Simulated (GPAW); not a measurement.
Wanted: an ASE script for a GPAW 26.7.0 run.

| Quantity | Value |
| --- | --- |
| Task | relaxation of cell and atoms |
| Functional | PBEsol |
| Dispersion | D3(BJ) |
| Potentials or basis | PAW data sets generated in the run's folder for this functional |
| Cutoff | 800 eV |
| Basis | pw |
| k mesh | 10 × 10 × 10 |
| Occupations | fermi-dirac, width 0.05 eV |
| Spin | no spin polarisation |
| Target pressure | 1 GPa |
| Maxiter | 150 |
| Optimizer | FIRE |
| Fmax | 0.02 eV/Å |
| Max steps | 100 |
| Target pressure | 1 GPa |
| Convergence | density=1e-05 forces=0.0001 |

Crystal: TaN.

```xyz
2
Lattice="0.0000 2.2113 2.2113 2.2113 0.0000 2.2113 2.2113 2.2113 0.0000" Properties=species:S:1:pos:R:3 pbc="T T T"
Ta    2.2113    2.2113    2.2113
N     0.0000    0.0000    0.0000
```

The cell comes from a database or a generator and needn't be the stable form of this composition.

These files were run (other wordings do the same):

run.py

```python
from ase import Atoms
from ase.calculators.mixing import SumCalculator
from ase.filters import FrechetCellFilter
from ase.io import write
from ase.optimize import FIRE
from ase.units import GPa
from dftd3.ase import DFTD3
from gpaw import GPAW, PW, setup_paths

setup_paths.insert(0, '.')

atoms = Atoms(['Ta', 'N'],
              cell=[[0.0, 2.211323, 2.211323],
                    [2.211323, 0.0, 2.211323],
                    [2.211323, 2.211323, 0.0]],
              scaled_positions=[[0.5, 0.5, 0.5],
                                [0.0, 0.0, 0.0]],
              pbc=True)

calc = GPAW(mode=PW(800),
            xc='PBEsol',
            kpts={'size': (10, 10, 10), 'gamma': True},
            occupations={'name': 'fermi-dirac', 'width': 0.05},
            nbands=19,
            convergence={'density': 1e-05, 'forces': 0.0001},
            maxiter=150,
            txt='gpaw.txt')
atoms.calc = SumCalculator([calc, DFTD3(method='pbesol', damping='d3bj')])
opt = FIRE(FrechetCellFilter(atoms, scalar_pressure=1 * GPa), trajectory='relax.traj', logfile='-')
done = opt.run(fmax=0.02, steps=100)
calc.write('gs.gpw')
write('result.traj', atoms)
print('Converged:', done)
print('Cell:', atoms.cell.cellpar().round(4))
print('Volume:', round(atoms.get_volume(), 4))
print(atoms.get_scaled_positions().round(5))
```

Potentials or basis: PAW data sets generated in the run's folder for this functional, pw.

Command:

```bash
$ gpaw-setup -f PBEsol N Ta
$ OMP_NUM_THREADS=1 python run.py
```

It gave:

The relaxed volume is 10.23 Å³/atom. The relaxed cell is a = 3.070 Å, b = 3.070 Å, c = 3.070 Å, α = 60.00°, β = 60.00°, γ = 60.00° and the space group after relaxing (to 0.05 Å) is Fm-3m (No. 225). The energy change on relaxing (the enthalpy is what falls) is -30.6 meV/atom and the ionic steps are 18. The pressure after relaxing is 0.9 GPa. The band gap on the k mesh is none (metal or under the smearing width) and the dispersion energy per atom is -0.484 eV.

Caveat: later steps reuse the first step's grids; pairwise dispersion overbinds metals, which lowers pressure and volume.

Wall time 3.5 min on 1 thread of Arm Neoverse V2 (shared host), peak memory 0.35 GiB.
